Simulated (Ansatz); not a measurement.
## Zone-centre phonons of ZrS₂ at 22 GPa: input and output

These are results of DFT PBEsol, scalar-relativistic, plane waves, PAW in Ansatz 0.2.0, not measurements.

Launched with:
```bash
ansatz run input.yaml --threads 1 --pin off --max-ram 3072MiB --backend cpu --events-out ev --progress --plain --runs-dir out
```

Input (bare energies are in eV):
```yaml
crystal:
  lattice:
    - [3.3473223401, 0.0, 0.0]
    - [-1.6736611701, 2.8988661812, 0.0]
    - [0.0, 0.0, 5.1391180229]
  atoms:
    - { symbol: Zr, position: [0.0, 0.0, 0.0] }
    - { symbol: S, position: [0.3333333333, 0.6666666667, 0.2965634069] }
    - { symbol: S, position: [0.6666666667, 0.3333333333, 0.7034365931] }
basis:
  ecutwfc: 420
kpoints:
  mp_grid: { grid: [12, 12, 8] }
hamiltonian:
  xc: pbesol
scf:
  occupations: { method: gaussian, width: 0.01 }
output:
  eigenvalues: true
phonons:
  method: dfpt
  eigenvectors: true
```

Results section of the output:
```
--- Phonons (Γ-DFPT): 4 representative perturbations + reference, on 320 of 1152 k-points (Σ response iterations 12) ---
  k mesh reduced under 2 symmetry operations, with k and −k counted as one. Each operation leaves every solved perturbation unchanged. A smaller set is not used because it would not reduce the number of displacements ...
  ASR residual: 2.103e-5 → 0.000e0 eV/Å²; symmetrization residual: 3.391e-6 eV/Å²
  ASR residual per site (eV/Å²): 1.28e-5 2.10e-5 2.10e-5
  Γ frequencies (cm⁻¹): 0.00 0.00 0.00 211.88 211.88 268.05 268.05 397.27 402.84
  non-analytic LO–TO correction: not included (Born effective charges unavailable; polar crystals: no LO–TO splitting at Γ)
```

Time: 36 s on 1 thread of AMD EPYC 9R45 96-Core Processor (Zen 5) (shared host), peak memory 1.1 GiB.

In a metal, frequencies and elastic constants depend on the k mesh and the smearing, soft modes and shear constants most. Other phases may be more stable at this pressure. A semilocal functional can close a gap that the real compound has.